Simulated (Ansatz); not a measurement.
Cl:

```
CELL_PARAMETERS angstrom
3.14500 -2.25000 0.00000
3.14500 2.25000 0.00000
0.00000 0.00000 8.21000
ATOMIC_POSITIONS crystal
Cl 0.37000 0.63000 0.40000
Cl 0.13000 0.87000 0.90000
Cl 0.63000 0.37000 0.60000
Cl 0.87000 0.13000 0.10000
```

- Program: Ansatz 0.2.0
- Task: single point
- Functional: PBEsol
- Potentials or basis: all-electron LAPW, scalar-relativistic
- Cutoff: 307 eV (chosen from the basis error)
- Basis error allowed: 0.001 eV/atom
- k mesh: 7 × 7 × 4
- Occupations: fermi-dirac, width 0.05 eV
- Spin: no spin polarisation

On this cell: pressure -0.9 GPa; largest force 0.174 eV/Å; band gap on the k mesh 2.44 eV, indirect (least direct gap 2.49 eV).

The same run follows on a disturbed copy (atoms moved at random, drawn with an rms of 0.05 Å):

```
Cl
1.0
     3.14500   -2.25000    0.00000
     3.14500    2.25000    0.00000
     0.00000    0.00000    8.21000
Cl
4
Direct
  0.38678 0.62888 0.40016
  0.12135 0.88168 0.90159
  0.62675 0.36759 0.60135
  0.86819 0.13529 0.09859
```

Task: What changes?

Result: The energy moves by +0.8 meV/atom; pressure 0.1 GPa; largest force 0.541 eV/Å; band gap on the k mesh 2.57 eV, indirect (least direct gap 2.61 eV).

Forces on the atoms (eV/Å):
```
Cl  -0.030 -0.001 -0.125
Cl  -0.007 -0.221 -0.488
Cl   0.030 -0.011  0.125
Cl   0.007  0.232  0.488
```

Stress tensor (GPa, compression positive):
```
 0.17 -0.01  0.03
-0.01 -0.18  0.55
 0.03  0.55  0.19
```

Caveats: an odd mesh through Γ misses points on the zone boundary, where band edges often lie.
